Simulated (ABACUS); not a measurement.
**WC (Qusongite) in ABACUS: the effect of pseudo set**

The system is WC (Qusongite).

```
W C
1.0
     2.84717    0.00000    0.00000
    -1.42358    2.46572    0.00000
     0.00000    0.00000    2.77869
W C
1 1
Direct
  0.00000 0.00000 0.00000
  0.66667 0.33333 0.50000
```

The cell isn't the ideal one: volume scaled by 0.94.

Alike in all runs:

| Quantity | Value |
| --- | --- |
| Program | ABACUS 3.10.1 |
| Task | equation of state |
| Functional | PBE |
| Basis | plane waves |
| k mesh | 7 × 7 × 6 |
| Occupations | fermi-dirac, width 0.05 eV |
| Spin | no spin polarisation |

```tsv
pseudo set	cutoff	pressure (GPa)
GBRV ultrasoft 1.5 PBE	544 eV	33.2
PseudoDojo NC SR 0.4.1 PBE standard	1116 eV	35.3
SG15 ONCV 1.2 PBE	1116 eV	?
SPMS ONCV 1.0 PBE	1116 eV	35.4
```

What does the run with pseudo set SG15 ONCV 1.2 PBE give?

Pressure 34.3 GPa.

Caveats: all runs use coarse meshes; there are fewer bands than atomic start orbitals, so a level may be missed at k points of high symmetry (some runs).

The runs don't all hold the same shells in valence.
